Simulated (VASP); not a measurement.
All values below come from PBE GGA with D3 dispersion (Becke-Johnson damping), VASP's PBE PAW potentials (set 64) (plane waves; VASP).

A VASP calculation is set up with these files.

File KPOINTS:
```
Automatic mesh
0
Gamma
6 6 6
0 0 0
```

**INCAR**
```
# general
SYSTEM = CaF2
PREC   = Accurate
ENCUT  = 520
LREAL  = .False.
LASPH  = .True.

# electronic loop
EDIFF  = 1E-6
NELM   = 100
ALGO   = Normal

# smearing
ISMEAR = 0
SIGMA  = 0.05

# functional
GGA    = PE
IVDW   = 12

# ions
IBRION = 2
NSW    = 60
ISIF   = 3
EDIFFG = -0.02

# output
LWAVE  = .False.
LCHARG = .False.
```

File POSCAR:
```
CaF2
1
    0.0000000000     2.7372000857     2.7372000857
    2.7372000857     0.0000000000     2.7372000857
    2.7372000857     2.7372000857     0.0000000000
Ca F
1 2
Direct
  1.0000000000   1.0000000000   0.0000000000
  0.2500000000   0.2500000000   0.2500000000
  0.7500000000   0.7500000000   0.7500000000
```

POTCAR, in this order: Ca_sv F (PBE.64 set). Program: vasp_std.

The run wrote:

**OSZICAR**
```
       N       E                     dE             d eps       ncg     rms          rms(c)
DAV:   1     0.217644346304E+03    0.21764E+03   -0.13850E+04   512   0.151E+03
DAV:   2    -0.896401692290E+01   -0.22661E+03   -0.22240E+03   648   0.385E+02
DAV:   3    -0.182456879468E+02   -0.92817E+01   -0.92745E+01   624   0.885E+01
DAV:   4    -0.186360195794E+02   -0.39033E+00   -0.39026E+00   848   0.132E+01
DAV:   5    -0.186385554606E+02   -0.25359E-02   -0.25359E-02   624   0.115E+00    0.802E+00
DAV:   6    -0.173046735971E+02    0.13339E+01   -0.72768E+00   536   0.191E+01    0.311E+00
DAV:   7    -0.173096369375E+02   -0.49633E-02   -0.19011E-01   656   0.390E+00    0.167E+00
DAV:   8    -0.173279854791E+02   -0.18349E-01   -0.33338E-02   648   0.227E+00    0.198E-01
DAV:   9    -0.173323052851E+02   -0.43198E-02   -0.79357E-03   656   0.711E-01    0.134E-01
DAV:  10    -0.173332063455E+02   -0.90106E-03   -0.13795E-03   632   0.275E-01    0.367E-02
DAV:  11    -0.173332172380E+02   -0.10893E-04   -0.10920E-04   664   0.985E-02    0.162E-02
DAV:  12    -0.173332241249E+02   -0.68869E-05   -0.23560E-05   656   0.472E-02    0.316E-03
DAV:  13    -0.173332244828E+02   -0.35797E-06   -0.34055E-06   640   0.155E-02
   1 F= -.17799644E+02 E0= -.17799644E+02  d E =-.177996E+02
```

File OUTCAR:
```
------------------------ aborting loop because EDIFF is reached ----------------------------------------
 Edisp (eV)   -0.46642
  FORCE on cell =-STRESS in cart. coord.  units (eV):
  Direction    XX          YY          ZZ          XY          YZ          ZX
  --------------------------------------------------------------------------------------
  Total       0.01803     0.01803     0.01803     0.00000     0.00000     0.00000
  in kB       0.70414     0.70414     0.70414     0.00000     0.00000     0.00000
  external pressure =        0.70 kB  Pullay stress =        0.00 kB
  volume of cell :       41.02
      direct lattice vectors                 reciprocal lattice vectors
     0.000000000  2.737200086  2.737200086    -0.182668415  0.182668415  0.182668415
     2.737200086  0.000000000  2.737200086     0.182668415 -0.182668415  0.182668415
     2.737200086  2.737200086  0.000000000     0.182668415  0.182668415 -0.182668415
 POSITION                                       TOTAL-FORCE (eV/Angst)
 -----------------------------------------------------------------------------------
      0.00000      0.00000      0.00000         0.000000     -0.000000      0.000000
      1.36860      1.36860      1.36860        -0.000000     -0.000000     -0.000000
      4.10580      4.10580      4.10580        -0.000000      0.000000      0.000000
 -----------------------------------------------------------------------------------
    total drift:                                0.000000     -0.000000      0.000000
  FREE ENERGIE OF THE ION-ELECTRON SYSTEM (eV)
  ---------------------------------------------------
  free  energy   TOTEN  =       -17.7996436001 eV

  energy  without entropy=      -17.7996436001  energy(sigma->0) =      -17.79964360

 reached required accuracy - stopping structural energy minimisation
```
(Selected blocks of OUTCAR.)

The compound is CaF2 in the fluorite structure. It was relaxed first. The start is the result of an earlier pass.
